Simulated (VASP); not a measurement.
Here is a VASP 6.6.1 calculation.

Contents of INCAR:

```
PREC = Accurate ; ENCUT = 500
EDIFF = 1E-6 ; ISMEAR = 0
SIGMA = 0.02 ; LREAL = F
LASPH = T ; NELM = 60
ALGO = Normal ; ISIF = 2
LWAVE = F ; LCHARG = T
GGA = PE ; LELF = T
LVHAR = T
```

KPOINTS

```
Automatic mesh
0
Gamma
  6 6 6
```

File POSCAR:

```
Te
1.0
   -2.9577914636      3.8759656627      1.5351528885
    2.9577914636     -3.8759656627      1.5351528885
    2.9577914636      3.8759656627     -1.5351528885
Te
2
Direct
    0.0009290200      0.7509290200      0.2500000000
    0.9990709800      0.2490709800      0.7500000000
```

Potentials or basis: VASP PAW PBE potentials, release 64 (Te_GW).

Launch:

```bash
$ cat potpaw_PBE.64/Te_GW/POTCAR > POTCAR
$ mpirun -np 1 vasp_std > vasp.out
```

Problem. What does it give for the band gap on the k mesh?

Solution. None (metal or under the smearing width).

Problem. What does it give for the largest force?

Solution. 0.004 eV/Å.

Problem. Predict the pressure.

Solution. 0.7 GPa.

Forces on the atoms (eV/Å):
```
Te   0.000  0.000 -0.004
Te   0.000  0.000  0.004
```

Caveat: the k mesh is coarse (spacing up to 0.38 Å⁻¹), so the values aren't converged. The run has no spin-orbit coupling, so splittings on Te are missing.
